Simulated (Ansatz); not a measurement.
# MoP₄: energy along a strain

MoP₄, C2/c, a = 5.324 Å, b = 11.167 Å, c = 5.861 Å, β = 110.8°. The structure is a COD entry; whether it is the stable form wasn't checked. Ansatz: r2SCAN, PAW, 500 eV, Γ-centred 10×10×8 mesh on 10 atoms, Gaussian smearing 0.15 eV; no spin polarisation. Cell vectors (Å): 2.662 -5.583 -0.006; 2.662 5.583 -0.006; -2.069 0.000 5.484. The cell is strained by x per cent times the pattern (0 0 0 0 0 1) in the order xx yy zz yz xz xy (engineering shears), with fractional coordinates held. y is the free energy over the start, V0 = 16.287 Å³/atom. Symmetry makes y even in x.

| x (%) | y (meV/atom) |
| --- | --- |
| -4.00 | ? |
| -2.00 | 3.73 |
| 0.00 | 0.00 |
| 0.50 | 0.23 |
| 1.00 | 0.93 |
| 1.50 | 2.10 |
| 2.50 | 5.82 |
| 3.00 | 8.39 |
| 3.50 | 11.42 |

Problem. Fit y = c2 x² + c4 x⁴ to the other rows, get the stiffness along the pattern, and predict the missing energy.

Solution. Least squares on the rows shown. y = 0.9317 x² + 4.721×10⁻⁵ x⁴. The clamped-ion stiffness p·C·p = 2 × 9.317 eV × 160.2 / 16.287 Å³ = 183 GPa, which is C66 in these axes. At x = -4.00 the fit asked for gives 14.92 meV/atom. The run gave 14.92 meV/atom, the same to the digits shown.

Cost: 9 runs of about 36 core-minutes in all, on Oxide Virtual Turin-like Processor (Zen 5) (shared hosts).